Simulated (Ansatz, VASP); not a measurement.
## One calculation of I, two programs

```xyz
4
Lattice="3.6350 -2.3950 0.0000 3.6350 2.3950 0.0000 0.0000 0.0000 9.7934" Properties=species:S:1:pos:R:3 pbc="T T T"
I     3.6359   -0.7347    3.7504
I     3.6085    1.6478    1.1127
I     3.6783    0.6668    6.0276
I     3.6349   -1.6587    8.6397
```

Change from the starting cell: atoms moved at random, drawn with an rms of 0.05 Å.

Alike in both runs: task single point; functional PBEsol; k mesh 7 × 7 × 3; occupations fermi-dirac, width 0.05 eV; no spin polarisation.

|  | VASP | Ansatz |
| --- | --- | --- |
| version | VASP 6.6.1 | Ansatz 0.2.0 |
| potentials or method | VASP PAW PBE potentials, release 64 (I) | Ansatz PAW |
| plane-wave cutoff (eV) | 520 | 420 |
| valence electrons in the cell | 28 | 68 |

|  | VASP | Ansatz | Ansatz less VASP |
| --- | --- | --- | --- |
| gap on the k mesh at the Fermi level (eV) | 1.25 | 1.24 | -0.009 |
| least direct gap on the mesh (eV) | 1.34 | 1.33 | -0.006 |
| pressure (GPa) | -0.1 | -0.1 | -0.01 |
| largest component of the traceless stress (GPa) | 0.49 | 0.49 | -0.001 |
| rms of the force components (eV/Å) | 0.392 | 0.391 | -0.0002 |

Atom by atom the forces differ by 0.001 eV/Å (rms over components). The functional is the same, so the differences come from potentials, cutoffs and numerics. The two sets of potentials don't hold the same shells in valence.

Caveats: spin-orbit coupling is left out, which moves the levels of the heavy elements; the PAW data sets were made with another functional, which shifts forces and pressure a little (VASP); an odd mesh through Γ misses points on the zone boundary, where band edges often lie (VASP); odd divisions of the mesh miss points on the zone boundary, where band edges often lie, so the gap on the mesh can be too wide (Ansatz); the PAW data sets come from PBE, with cores solved anew for the run's functional, which leaves a small shift of forces and pressure (Ansatz).
